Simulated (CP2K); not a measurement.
# TePb (Fm-3m) in CP2K: notebook

Runs on TePb. Level: PBE. Tasks: single point.

Everything below comes from runs of CP2K 2026.2. Logs are shortened: lines on timing, memory, paths and dates and some standing lists are left out, and cuts for length are marked.

## 1. The undisturbed crystal

The structure is cubic, space group Fm-3m (No. 225). The conventional cell has a = 6.462 Å, b = 6.462 Å, c = 6.462 Å, α = 90.00°, β = 90.00°, γ = 90.00°. Pb (site symmetry m-3m) is surrounded by 6 Te at 3.23 Å. Te (site symmetry m-3m) is surrounded by 6 Pb at 3.23 Å.

## 2. Single point, PBE (atoms moved at random, drawn with an rms of 0.1 Å)

Contents of tepb_scf.inp:

```
&GLOBAL
  PROJECT tepb_scf
  RUN_TYPE ENERGY_FORCE
  PRINT_LEVEL LOW
&END GLOBAL
&FORCE_EVAL
  METHOD QS
  STRESS_TENSOR ANALYTICAL
  &DFT
    BASIS_SET_FILE_NAME BASIS_MOLOPT_UZH
    POTENTIAL_FILE_NAME POTENTIAL_UZH
    &MGRID
      CUTOFF 450
      REL_CUTOFF 60
      NGRIDS 5
    &END MGRID
    &QS
      METHOD GPW
      EPS_DEFAULT 1.0E-9
    &END QS
    &KPOINTS
      SCHEME MONKHORST-PACK 7 7 7
      GAMMA_CENTERED T
      SYMMETRY T
      SYMMETRY_BACKEND SPGLIB
    &END KPOINTS
    &SCF
      SCF_GUESS ATOMIC
      EPS_SCF 1.0E-6
      MAX_SCF 100
      ADDED_MOS 10
      CHOLESKY OFF
      EPS_EIGVAL 1.0E-7
      &DIAGONALIZATION ON
        ALGORITHM STANDARD
      &END DIAGONALIZATION
      &MIXING ON
        METHOD BROYDEN_MIXING
        ALPHA 0.4
        BETA 1.5
        NBUFFER 8
      &END MIXING
      &SMEAR ON
        METHOD FERMI_DIRAC
        ELECTRONIC_TEMPERATURE [K] 580.226
      &END SMEAR
    &END SCF
    &XC
      &XC_FUNCTIONAL PBE
      &END XC_FUNCTIONAL
    &END XC
    &PRINT
      &KPOINTS ON
      &END KPOINTS
      &MULLIKEN ON
      &END MULLIKEN
      &MO ON
        ENERGIES T
        OCCUPATION_NUMBERS T
        &EACH
          QS_SCF 0
        &END EACH
        ADD_LAST NUMERIC
      &END MO
      &LOWDIN ON
      &END LOWDIN
      &HIRSHFELD ON
        SHAPE_FUNCTION DENSITY
      &END HIRSHFELD
      &E_DENSITY_CUBE ON
        STRIDE 1
      &END E_DENSITY_CUBE
      &V_HARTREE_CUBE ON
        STRIDE 1
      &END V_HARTREE_CUBE
      &ELF_CUBE ON
        STRIDE 1
      &END ELF_CUBE
    &END PRINT
  &END DFT
  &SUBSYS
    &CELL
      A 4.5693240200 0.0000000000 0.0000000000
      B 2.2846620100 3.9571506795 0.0000000000
      C 2.2846620100 1.3190502265 3.7308374395
      PERIODIC XYZ
    &END CELL
    &COORD
      Pb  -0.0976670163 0.0969594250 0.0211240016
      Te  4.5575214561 2.6448487140 1.8094822740
    &END COORD
    &KIND Pb
      BASIS_SET TZVP-MOLOPT-PBE-GTH-q4
      POTENTIAL GTH-PBE-q4
    &END KIND
    &KIND Te
      BASIS_SET TZVP-MOLOPT-PBE-GTH-q6
      POTENTIAL GTH-PBE-q6
    &END KIND
    &PRINT
      &ATOMIC_COORDINATES ON
      &END ATOMIC_COORDINATES
      &CELL ON
      &END CELL
    &END PRINT
  &END SUBSYS
  &PRINT
    &FORCES ON
    &END FORCES
    &STRESS_TENSOR ON
    &END STRESS_TENSOR
  &END PRINT
&END FORCE_EVAL
```

Potentials or basis: POTENTIAL_UZH Pb GTH-PBE-q4, Te GTH-PBE-q6; TZVP-MOLOPT-PBE-GTH basis.

On the command line:

```sh
> OMP_NUM_THREADS=1 cp2k.psmp -i tepb_scf.inp -o tepb_scf.out
```

tepb_scf.out:

```text

 CP2K| version string:                                       CP2K version 2026.2
 CP2K| Input file name                                              tepb_scf.inp

 GLOBAL| Force Environment number                                              1
 GLOBAL| Basis set file name                                    BASIS_MOLOPT_UZH
 GLOBAL| Potential file name                                       POTENTIAL_UZH
 GLOBAL| MM Potential file name                                     MM_POTENTIAL
 GLOBAL| Coordinate file name                                      __STD_INPUT__
 GLOBAL| Method name                                                        CP2K
 GLOBAL| Project name                                                   tepb_scf
 GLOBAL| Run type                                                   ENERGY_FORCE
 GLOBAL| FFT library                                                       FFTW3
[... 6 lines left out ...]
 GLOBAL| Total number of message passing processes                             1
 GLOBAL| Number of threads for this process                                    1
 GLOBAL| CPU model name                                 Intel(R) Xeon(R) 6975P-C

 CELL| Volume [angstrom^3]:                                            67.459151
 CELL| Vector a [angstrom]:       4.569     0.000     0.000   |a| =     4.569324
 CELL| Vector b [angstrom]:       2.285     3.957     0.000   |b| =     4.569324
 CELL| Vector c [angstrom]:       2.285     1.319     3.731   |c| =     4.569324
 CELL| Angle (b,c), alpha [degree]:                                    60.000000
 CELL| Angle (a,c), beta  [degree]:                                    60.000000
 CELL| Angle (a,b), gamma [degree]:                                    60.000000
 CELL| Numerically orthorhombic:                                              NO
 CELL| Periodicity                                                           XYZ

 CELL_REF| Volume [angstrom^3]:                                        67.459151
 CELL_REF| Vector a [angstrom     4.569     0.000     0.000   |a| =     4.569324
 CELL_REF| Vector b [angstrom     2.285     3.957     0.000   |b| =     4.569324
 CELL_REF| Vector c [angstrom     2.285     1.319     3.731   |c| =     4.569324
 CELL_REF| Angle (b,c), alpha [degree]:                                60.000000
 CELL_REF| Angle (a,c), beta  [degree]:                                60.000000
 CELL_REF| Angle (a,b), gamma [degree]:                                60.000000
 CELL_REF| Numerically orthorhombic:                                          NO
 CELL_REF| Periodicity                                                       XYZ
[... 9 lines left out ...]
 TOTAL NUMBERS AND MAXIMUM NUMBERS

  Total number of            - Atomic kinds:                                   2
                             - Atoms:                                          2
                             - Shell sets:                                     2
                             - Shells:                                        14
                             - Primitive Cartesian functions:                  8
                             - Cartesian basis functions:                     36
                             - Spherical basis functions:                     34

  Maximum angular momentum of- Orbital basis functions:                        2
                             - Local part of the GTH pseudopotential:          0
                             - Non-local part of the GTH pseudopotential:      4

 MODULE QUICKSTEP: ATOMIC COORDINATES IN ANGSTROM

   Atom Kind Element         X             Y             Z       Z(eff)     Mass
      1    1 Pb   82     -0.097667      0.096959      0.021124   4.0000 207.2000
      2    2 Te   52      4.557521      2.644849      1.809482   6.0000 127.6000

 SCF PARAMETERS         Density guess:                                    ATOMIC
[... 9 lines left out ...]
                        --------------------------------------------------------
                        level_shift [a.u.]:                             0.000000
                        added MOs                                        10    0
                        --------------------------------------------------------
                        Mixing method:                            BROYDEN_MIXING
                                                charge density mixing in g-space
                        --------------------------------------------------------
                        Smear method:                                FERMI_DIRAC
                        Electronic temperature [K]:                        580.2
                        Electronic temperature [a.u.]:                  1.84E-03
                        Accuracy threshold:                             1.00E-10
[... 71 lines left out ...]
  ------------------------------------------------------------------------------
     1 NoMix/Diag. 0.40E+00    0.7     0.66968518       -11.7753039532 -1.18E+01
     2 Broy./Diag. 0.40E+00    0.7     0.02439726       -11.6700919276  1.05E-01
     3 Broy./Diag. 0.40E+00    0.7     0.08007184       -11.6812060094 -1.11E-02
     4 Broy./Diag. 0.40E+00    0.7     0.00930698       -11.7543342755 -7.31E-02
     5 Broy./Diag. 0.40E+00    0.7     0.00637202       -11.7398042240  1.45E-02
     6 Broy./Diag. 0.40E+00    0.7     0.00234222       -11.7326134548  7.19E-03
     7 Broy./Diag. 0.40E+00    0.7     0.00037326       -11.7297333183  2.88E-03
     8 Broy./Diag. 0.40E+00    0.7     0.00031834       -11.7293176547  4.16E-04
     9 Broy./Diag. 0.40E+00    0.8     0.00007116       -11.7292467686  7.09E-05
    10 Broy./Diag. 0.40E+00    0.8     0.00006194       -11.7293508232 -1.04E-04
    11 Broy./Diag. 0.40E+00    0.7     0.00000657       -11.7293497602  1.06E-06
    12 Broy./Diag. 0.40E+00    0.7     0.00000325       -11.7293490725  6.88E-07
    13 Broy./Diag. 0.40E+00    0.8     0.00000133       -11.7293483936  6.79E-07
    14 Broy./Diag. 0.40E+00    0.8     0.00000048       -11.7293476058  7.88E-07

  *** SCF run converged in    14 steps ***

  Electronic density on regular grids:         -9.9999999997        0.0000000003
  Core density on regular grids:                9.9999999647       -0.0000000353
  Total charge density on r-space grids:       -0.0000000350
  Total charge density g-space grids:          -0.0000000350

  Overlap energy of the core charge distribution:               0.00000000004662
  Self energy of the core charge distribution:                -24.78996145555788
  Core Hamiltonian energy:                                      5.00692831613022
  Hartree energy:                                              10.85951899984031
  Exchange-correlation energy:                                 -2.80583337547409
  Electronic entropic energy:                                  -0.00000009078636
  Fermi energy:                                                 0.15658212999346

  Total energy:                                               -11.72934760580141
  Total energy (extrapolated to T->0):                        -11.72934756040823

 MO| EIGENVALUES AND OCCUPATION NUMBERS FOR K POINT 1
 MO|
 MO|  Index      Eigenvalue [a.u.]        Eigenvalue [eV]             Occupation
 MO|      1              -0.257670              -7.011556               2.000000
 MO|      2              -0.170447              -4.638087               2.000000
 MO|      3               0.100188               2.726266               2.000000
 MO|      4               0.100307               2.729502               2.000000
 MO|      5               0.138770               3.776130               1.999877
 MO|      6               0.174136               4.738485               0.000142
 MO|      7               0.194115               5.282139               0.000000
 MO|      8               0.195101               5.308959               0.000000
 MO|      9               0.465323              12.662073               0.000000
 MO|     10               0.525213              14.291781               0.000000
 MO|     11               0.526013              14.313539               0.000000
 MO|     12               0.554206              15.080704               0.000000
 MO|     13               0.645766              17.572179               0.000000
[... 269 lines left out ...]
 MO|      4               0.039092               1.063737               2.000000
 MO|      5               0.117499               3.197304               2.000000
 MO|      6               0.200665               5.460381               0.000000
 MO|      7               0.282828               7.696143               0.000000
 MO|      8               0.310843               8.458471               0.000000
 MO|      9               0.392340              10.676127               0.000000
 MO|     10               0.471002              12.816626               0.000000
 MO|     11               0.569217              15.489179               0.000000
 MO|     12               0.598727              16.292179               0.000000
 MO|     13               0.640191              17.420482               0.000000
 MO|     14               0.689391              18.759275               0.000000
 MO|     15               0.726388              19.766022               0.000000
 MO| Sum:                                                              10.000000
 MO| E(Fermi):            0.156582 a.u.          4.260816 eV

 [... the levels of further k-points ...]

 The electron density is written in Cube    file format to the file:

 tepb_scf-ELECTRON_DENSITY-1_0.cube

 !-----------------------------------------------------------------------------!
                     Mulliken Population Analysis

 #  Atom  Element  Kind  Atomic population                           Net charge
       1     Pb       1          3.456812                              0.543188
       2     Te       2          6.543188                             -0.543188
 # Total charge                             10.000000                 -0.000000

 !-----------------------------------------------------------------------------!

 !-----------------------------------------------------------------------------!
                           Hirshfeld Charges

  #Atom  Element  Kind  Ref Charge     Population                    Net charge
      1       Pb     1       4.000          3.834                         0.166
      2       Te     2       6.000          6.166                        -0.166

  Total Charge                                                           -0.000
 !-----------------------------------------------------------------------------!

 LOWDIN POPULATION ANALYSIS

 #  Atom  Element  Kind  Atomic population                           Net charge
       1     Pb       1          4.455091                             -0.455091
       2     Te       2          5.544909                              0.455091
 # Total charge                             10.000000                 -0.000000

               ----- ELF is computed on the real space grid -----

 ELF is written in Cube    file format to the file:

 tepb_scf-ELF_S1-1_0.cube

 ENERGY| Total FORCE_EVAL ( QS ) energy [hartree]            -11.729347762546579

 FORCES| Atomic forces [hartree/bohr]
 FORCES|   Atom     x               y               z               |f|
 FORCES|      1  1.57479873E-03 -1.79966568E-03 -1.53145339E-03   2.83974244E-03
 FORCES|      2 -1.57430510E-03  1.79953943E-03  1.53140998E-03   2.83936528E-03
 FORCES| Sum     4.93634115E-07 -1.26251854E-07 -4.34162617E-08
 FORCES| Total atomic force                                       5.11369868E-07

 STRESS| Analytical stress tensor [bar]
 STRESS|                        x                   y                   z
 STRESS|      x        2.83565765361E+04  -3.40431001923E+02  -6.98855571303E+02
 STRESS|      y       -3.40431001923E+02   3.06941909242E+04   2.08829349055E+03
 STRESS|      z       -6.98855571303E+02   2.08829349055E+03   2.93978083766E+04
 STRESS| 1/3 Trace                                             2.94828586123E+04
 STRESS| Determinant                                           2.54462618361E+13

 STRESS| Eigenvectors and eigenvalues of the analytical stress tensor [bar]
 STRESS|                        1                   2                   3
 STRESS| Eigenvalues   2.76453325123E+04   2.84511291945E+04   3.23521141301E+04
 STRESS|      x           0.508860698719      0.843689423335     -0.171023233074
 STRESS|      y          -0.447065315703      0.428775818373      0.785037515711
 STRESS|      z           0.735658475649     -0.323016183078      0.595371440930
```

It took 14 s on 1 thread of Intel Xeon 6975P-C (Granite Rapids), shared host; peak memory 0.36 GiB.

What came out:

- Free energy: -319.1718 eV
- Pressure: 2.9 GPa
- Largest force: 0.146 eV/Å
- Band gap on the k mesh: 0.96 eV, direct
- Mulliken charges: Pb +0.54; Te -0.54 e
- Hirshfeld charges: Pb +0.17; Te -0.17 e

Forces in eV/Å, atoms in the order of the input:
```
Pb   0.081 -0.093 -0.079
Te  -0.081  0.093  0.079
```

Stress tensor (GPa, compression positive):
```
 2.84 -0.03 -0.07
-0.03  3.07  0.21
-0.07  0.21  2.94
```

Levels at points of the mesh, in eV from the valence-band top:
```
           k point  band 1  band 2  band 3  band 4  band 5  band 6  band 7  band 8  band 9  band 10
(0.00, 0.00, 0.00)  -12.12   -5.47   -1.36   -1.33   -1.30    4.22    4.29    4.39    6.22     6.31
```

Caveat: Mulliken charges move with the basis; spin-orbit coupling is left out, which as a rule narrows the gap of such compounds by several tenths of an eV; an odd mesh through Γ misses points on the zone boundary, where band edges often lie; the basis of atomic orbitals isn't converged, which shifts pressures, moduli and gaps.

(Continued in part 2 of 3.)
